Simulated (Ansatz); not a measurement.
**Stress against strain in Ga**

```yaml
crystal:
  lattice:
    - [1.38300, -4.02650, 0.00000]
    - [1.38300, 4.02650, 0.00000]
    - [-0.11745, 0.00000, 3.32993]
  atoms:
    - { symbol: Ga, position: [0.86900, 0.13100, 0.25000] }
    - { symbol: Ga, position: [0.13100, 0.86900, 0.75000] }
```

Atoms are numbered in the order listed.

The structure is an experimental refinement, used without relaxation.

All numbers below come from Ansatz 0.2.0, DFT, PBEsol, all-electron LAPW, scalar-relativistic.

The runs use a Γ-centred 14×14×11 k mesh, Fermi–Dirac smearing of 0.03 eV, basis error target 0.5 meV/atom, no spin polarisation.

The strain is applied along the Cartesian axes of the cell as listed (the other components stay zero). Fractional coordinates are held (clamped ions).

σ is the change of stress from the unstrained cell, which is at -1.85 GPa; tension is positive, so slopes are stress–strain coefficients at that pressure. In a metal the k mesh adds noise.

Only quantities that a quadratic follows smoothly over the whole series are listed; rougher ones are left out.

```tsv
εzz	σzz (GPa)	σxx (GPa)
-0.0300	-2.36	-1.59
-0.0200	-1.44	-1.11
-0.0100	-0.63	-0.62
0.0000	0.00	0.00
0.0200	1.63	0.69
0.0300	2.06	1.17
```

Problem. Fit the series and read off the stiffness at zero strain.

Solution. Least-squares fits y = p0 + p1 x + p2 x² to the rows give σzz (GPa): p1 = 74.5, p2 = -250; σxx (GPa): p1 = 45.9, p2 = -150. So C33 = 75 GPa and C13 = 46 GPa, for these axes.

Problem. One run, at εzz = 0.0100, is withheld. Predict its row.

Solution. The fits give 0.83, 0.34; the run gave 0.83, 0.37.
